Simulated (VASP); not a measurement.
## InP under changes of volume

One of the cells (21.652 Å³/atom); the others are scaled copies at fixed shape and fractional positions:

```
In P
1.0
     0.00000    2.78717    2.78717
     2.78717    0.00000    2.78717
     2.78717    2.78717    0.00000
In P
1 1
Cartesian
  0.0000 0.0000 0.0000
  2.7872 2.7872 2.7872
```

Measurements of this composition are mostly on another form, of space group No. 216.

* Program: VASP 6.6.1
* Functional: PBE
* Potentials or basis: VASP PAW PBE potentials, release 64 (In_d, P)
* Cutoff: 520 eV
* k mesh: 8 × 8 × 8
* Occupations: fermi-dirac, width 0.05 eV
* Spin: no spin polarisation

```csv
volume (Å³/atom),energy over the lowest point (meV/atom),pressure (GPa)
19.953,?,?
20.378,6.27,3.2
20.803,0.00,1.5
21.652,0.13,-1.5
22.076,5.63,-2.7
22.501,14.16,-3.7
```

**Question.** What does the run at 19.953 Å³/atom give?

**Answer.** Energy over the lowest point 17.49 meV/atom; pressure 5.2 GPa.

Worked out: A Birch-Murnaghan fit of order 3 (a polynomial in V^(-2/3)) to the other rows has its minimum at 21.21 Å³/atom with B0 = V·E''(V) = 74 GPa and B' = 5.0. It gives 17.52 meV/atom at 19.953 Å³/atom, against the run's 17.49, and -dE/dV = 5.3 GPa, against 5.2.

Energies are extrapolated to zero smearing.
